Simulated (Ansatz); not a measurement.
# SiC (Moissanite 6O SiC): further runs on the relaxed cell

The task, for SiC (Moissanite 6O SiC): relax it again with other functionals.

Program: Ansatz 0.2.0. Level of theory: DFT PBE, scalar-relativistic, plane waves, PAW. These are calculated values, not measurements.

2 further runs of the same task are left out: 2 set aside as unsound or not needed.

### Step 1. Starting point

It takes space group P6_3mc (No. 186, hexagonal). The conventional cell has a = 3.095 Å, b = 3.095 Å, c = 15.186 Å, α = 90.00°, β = 90.00°, γ = 120.00°. Si (site symmetry 3m) has 4 C at 1.89 to 1.90 Å as nearest neighbours. Around Si (site symmetry 3m) lie 4 C at 1.90 Å. C (site symmetry 3m) has 4 Si at 1.89 to 1.90 Å as nearest neighbours. C (site symmetry 3m) is surrounded by 4 Si at 1.90 Å.

As a file:

```xyz
12
Lattice="1.5474 -2.6802 0.0000 1.5474 2.6802 0.0000 0.0000 0.0000 15.1865" Properties=species:S:1:pos:R:3 pbc="T T T"
Si    1.5474    1.7868   13.0256
Si    1.5474   -1.7868    5.4323
Si    1.5474    0.0000    7.9650
Si    1.5474    0.0000    0.3718
Si    1.5474   -1.7868   10.4971
Si    1.5474    1.7868    2.9039
C     1.5474    0.0000    9.8687
C     1.5474    0.0000    2.2755
C     1.5474    1.7868   14.9236
C     1.5474   -1.7868    7.3304
C     1.5474   -1.7868   12.3953
C     1.5474    1.7868    4.8020
```

This cell was relaxed beforehand with the same method: volume 10.50 Å³/atom, gap on the mesh 2.03 eV.

### Step 2. The cell under PBEsol

input.yaml reads:

```yaml
crystal:
  lattice:
    - [1.5474176122, -2.6802318485, 0.0]
    - [1.5474176122, 2.6802318485, 0.0]
    - [0.0, 0.0, 15.1864630333]
  atoms:
    - { symbol: Si, position: [0.1666626012, 0.8333373988, 0.8577086565] }
    - { symbol: Si, position: [0.8333373988, 0.1666626012, 0.3577086565] }
    - { symbol: Si, position: [0.5000001085, 0.4999998915, 0.5244818337] }
    - { symbol: Si, position: [0.4999998915, 0.5000001085, 0.0244818337] }
    - { symbol: Si, position: [0.8333309414, 0.1666690586, 0.6912147305] }
    - { symbol: Si, position: [0.1666690586, 0.8333309414, 0.1912147305] }
    - { symbol: C, position: [0.5000013168, 0.4999986832, 0.6498371864] }
    - { symbol: C, position: [0.4999986832, 0.5000013168, 0.1498371864] }
    - { symbol: C, position: [0.1666670427, 0.8333329573, 0.9826927787] }
    - { symbol: C, position: [0.8333329573, 0.1666670427, 0.4826927787] }
    - { symbol: C, position: [0.833330624, 0.166669376, 0.8162048141] }
    - { symbol: C, position: [0.166669376, 0.833330624, 0.3162048141] }
basis:
  ecutwfc: 420
kpoints:
  mp_grid: { grid: [12, 12, 2] }
hamiltonian:
  xc: pbesol
scf:
  occupations: { method: gaussian, width: 0.02 }
output:
  forces: true
  stress: true
  eigenvalues: true
relax:
  adjacent_minimum: "off"
  f_tol: 0.005
  max_steps: 50
  cell: { stress_tol: 0.05 }
```

Launch:

```bash
$ ansatz run input.yaml --threads 4 --pin off --max-ram 10240MiB --backend cpu --events-out ev --progress --plain --runs-dir out
```

### Step 3. The cell under PBE+D3(BJ)

Changes to input.yaml since step 2:

```diff
@@ -23,3 +23,4 @@
 hamiltonian:
-  xc: pbesol
+  xc: pbe
+  dispersion: d3bj
 scf:
```

### Step 4. Relaxing with LDA

Changes to input.yaml since step 3:

```diff
@@ -23,4 +23,3 @@
 hamiltonian:
-  xc: pbe
-  dispersion: d3bj
+  xc: lda
 scf:
```

### Step 5. The cell under r2SCAN

Changes to input.yaml since step 4:

```diff
@@ -19,3 +19,3 @@
 basis:
-  ecutwfc: 420
+  ecutwfc: 500
 kpoints:
@@ -23,3 +23,3 @@
 hamiltonian:
-  xc: lda
+  xc: r2scan
 scf:
```

(Steps that only read results are left out.)

**Question.** What will these runs give?

**Answer**, as computed:

The volumes rise in the order LDA, PBE+D3(BJ), r2SCAN, PBEsol, PBE, over 3.5 %. PBEsol comes nearest to the reported cell (-0.1 %), which holds thermal expansion that these runs lack.
